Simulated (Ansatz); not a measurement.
Here is an Ansatz 0.2.0 calculation.

File input.yaml:

```yaml
crystal:
  lattice:
    - [0.0, 2.625, 2.625]
    - [2.625, 0.0, 2.625]
    - [2.625, 2.625, 0.0]
  atoms:
    - { symbol: Zr, position: [0.0, 0.0, 0.0] }
    - { symbol: S, position: [0.5, 0.5, 0.5] }
hamiltonian:
  xc: pbesol
  pseudopotentials: { kind: paw }
kpoints:
  mp_grid: { grid: [9, 9, 9] }
scf:
  occupations: { method: fermi_dirac, width: 0.05 }
  n_extra_bands: 6
output:
  forces: true
  stress: true
  eigenvalues: true
  dos: { projected: true, de: 0.05, nscf_kmesh: { grid: [14, 14, 14] } }
  write_density: true
  write_potential: true
  elf: true
  volumetric_format: npy
```

Potentials or basis: Ansatz PAW.

Command:

```bash
$ ansatz run input.yaml --threads 2 --pin off --max-ram 5632MiB --backend cpu --events-out ev --progress --plain --runs-dir out
```

(1) What does it give for the band gap on the k mesh?

(2) What does it give for the density of states at the Fermi level?

(3) Estimate the pressure.

Answers

(1) none (metal or under the smearing width).

(2) 1.43 states/eV per cell.

(3) -6.5 GPa.

Caveat: the PAW data sets come from PBE, with cores solved anew for the run's functional, which leaves a small shift of forces and pressure.
